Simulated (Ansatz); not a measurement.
The system is Pb.

```
CELL_PARAMETERS angstrom
0.00000 2.47502 2.47502
2.47502 0.00000 2.47502
2.47502 2.47502 0.00000
ATOMIC_POSITIONS crystal
Pb 0.00000 0.00000 0.00000
```

* Program: Ansatz 0.2.0
* Task: relaxation of cell and atoms
* Functional: PBEsol
* Dispersion: D3(BJ)-ATM
* Potentials or basis: Ansatz PAW
* Cutoff: 420 eV (not typed: the program's choice for these potentials)
* k mesh: 9 × 9 × 9
* Occupations: fermi-dirac, width 0.05 eV
* Spin: no spin polarisation

At the start: volume 30.32 Å³/atom.

Question: Where does the relaxation end?

Answer: It ends after 5 steps and the volume is 28.64 Å³/atom (-5.6 %); space group Fm-3m (No. 225, to 0.05 Å).

Step by step:
| step | energy change (eV) | largest force (eV/Å) | volume (Å³) |
| --- | --- | --- | --- |
| 1 | 0.0000 | 0.0000 | 30.32 |
| 2 | -0.0157 | 0.0000 | 28.41 |
| 3 | -0.0159 | 0.0000 | 28.66 |
| 4 | -0.0159 | 0.0000 | 28.64 |
| 5 | -0.0157 | 0.0000 | 28.64 |

Final structure:
```
Pb
1.0
     0.00000    2.42825    2.42825
     2.42825    0.00000    2.42825
     2.42825    2.42825    0.00000
Pb
1
Direct
  0.00000 0.00000 0.00000
```

The cell as given is a measured one (30.32 Å³/atom); PBEsol+D3(BJ)-ATM puts the equilibrium volume -5.6 % from it, thermal expansion not counted.

Caveat: the plane-wave basis is chosen anew once the cell has moved, so the energies of steps on either side of that aren't comparable; pairwise dispersion overbinds metals, which lowers pressure and volume; the PAW data sets come from PBE, with cores solved anew for the run's functional, which leaves a small shift of forces and pressure.
